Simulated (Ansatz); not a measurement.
The system is Te.

```
Te
1.0
     2.30590    1.33131    1.69095
    -2.30590    1.33131    1.69095
     0.00000   -2.66263    1.69095
Te
1
Direct
  0.50000 0.50000 0.50000
```

This isn't the form of Te at room conditions, which is trigonal, of chains.

```yaml
Program: Ansatz 0.2.0
Task: relaxation of cell and atoms
Functional: B3LYP
Dispersion: D4
Potentials_or_basis: Ansatz PAW
Cutoff: "420 eV (not typed: the program's choice for these potentials)"
k_mesh: 5 × 5 × 5
Occupations: fermi-dirac, width 0.1 eV
Spin: spin-orbit coupling, no magnetisation
```

At the start: volume 31.15 Å³/atom.

How do energy, volume and symmetry change on relaxing?

It ends after 5 steps and the volume is 31.38 Å³/atom (+0.7 %); space group Pm-3m (No. 221, to 0.05 Å).

Step by step:
```
step  energy change (eV)  largest force (eV/Å)  volume (Å³)
   1              0.0000                0.0000        31.15
   2             -0.0104                0.0000        31.44
   3             -0.0177                0.0000        31.28
   4             -0.0178                0.0000        31.38
   5             -0.0178                0.0000        31.38
```

Final structure:
```yaml
crystal:
  lattice:
    - [2.22893, 1.28687, 1.82315]
    - [-2.22893, 1.28687, 1.82315]
    - [0.00000, -2.57375, 1.82315]
  atoms:
    - { symbol: Te, position: [0.50000, 0.50000, 0.50000] }
```

Caveat: the k mesh is coarse (spacing up to 0.40 Å⁻¹), so the values aren't converged, least of all with exact exchange; the plane-wave basis is chosen anew once the cell has moved, so the energies of steps on either side of that aren't comparable; pairwise dispersion overbinds metals, which lowers pressure and volume; the PAW data sets come from PBE, with cores solved anew for the run's functional, which leaves a small shift of forces and pressure.
